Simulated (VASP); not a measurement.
Crystal: MoSe2.

```
CELL_PARAMETERS angstrom
3.29935 0.00000 0.00000
-1.64967 2.85732 0.00000
0.00000 0.00000 14.77140
ATOMIC_POSITIONS crystal
Mo 0.33333 0.66667 0.25000
Mo 0.66667 0.33333 0.75000
Se 0.33333 0.66667 0.63766
Se 0.66667 0.33333 0.13766
Se 0.33333 0.66667 0.86234
Se 0.66667 0.33333 0.36234
```

The cell isn't the ideal one: a relaxed cell with its volume scaled by 0.98.

```yaml
Program: VASP 6.6.1
Task: relaxation of shape and atoms at fixed volume
Functional: PBE
Potentials_or_basis: VASP PAW PBE potentials, release 64 (Mo_sv, Se)
Cutoff: 600 eV
k_mesh: 9 × 9 × 2
Occupations: gaussian, width 0.03 eV
Spin: no spin polarisation
```

At the start: pressure 2.2 GPa; volume 23.21 Å³/atom.

**Question.** Where does the relaxation end?

**Answer.** Over 5 steps the energy falls by 3.1 meV/atom; space group P6_3/mmc (No. 194, to 0.05 Å).

The path:
| step | energy change (eV) | largest force (eV/Å) | pressure (GPa) |
| --- | --- | --- | --- |
| 1 | 0.0000 | 0.3106 | 2.21 |
| 2 | -0.0098 | 0.0382 | 1.12 |
| 3 | -0.0099 | 0.0241 | 1.06 |
| 4 | -0.0151 | 0.0177 | 0.70 |
| 5 | -0.0185 | 0.0073 | 0.11 |

Final structure:
```
Mo Se
1.0
     3.32099    0.00000    0.00000
    -1.66050    2.87607    0.00000
     0.00000    0.00000   14.57947
Mo Se
2 4
Direct
  0.33333 0.66667 0.25000
  0.66667 0.33333 0.75000
  0.33333 0.66667 0.63545
  0.66667 0.33333 0.13545
  0.33333 0.66667 0.86455
  0.66667 0.33333 0.36455
```

Caveat: this functional lacks dispersion, which binds the layers, so the pressure and a relaxed spacing across them are unreliable.
